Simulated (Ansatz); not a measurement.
# BaTiO3: energy along a strain

BaTiO3, P4mm, a = 3.972 Å, c = 4.112 Å. The structure is a COD entry; whether it is the stable form wasn't checked. Ansatz: r2SCAN, PAW, 500 eV, Γ-centred 8×8×8 mesh on 5 atoms, Gaussian smearing 0.05 eV; no spin polarisation. Cell vectors (Å): 3.972 0.000 0.000; 0.000 3.972 0.000; 0.000 0.000 4.112. The cell is strained by x per cent times the pattern (1 0 0 0 0 0) in the order xx yy zz yz xz xy (engineering shears), with fractional coordinates held. y is the free energy over the start, V0 = 12.978 Å³/atom.

| x (%) | y (meV/atom) |
| --- | --- |
| -2.00 | ? |
| -1.50 | 2.93 |
| -1.00 | 1.28 |
| 0.00 | 0.00 |
| 0.50 | 0.31 |
| 1.50 | 2.66 |
| 2.00 | 4.64 |

**Question.** Fit y = c2 x² + c3 x³ to the other rows, get the stiffness along the pattern, and predict the missing energy.

**Answer.** Least squares on the rows shown. y = 1.241 x² − 0.04051 x³. The clamped-ion stiffness p·C·p = 2 × 12.41 eV × 160.2 / 12.978 Å³ = 306 GPa, which is C11 in these axes. At x = -2.00 the fit asked for gives 5.29 meV/atom. The run gave 5.30 meV/atom, so the fit is 0.01 meV/atom too low, a small miss on the scale of the series.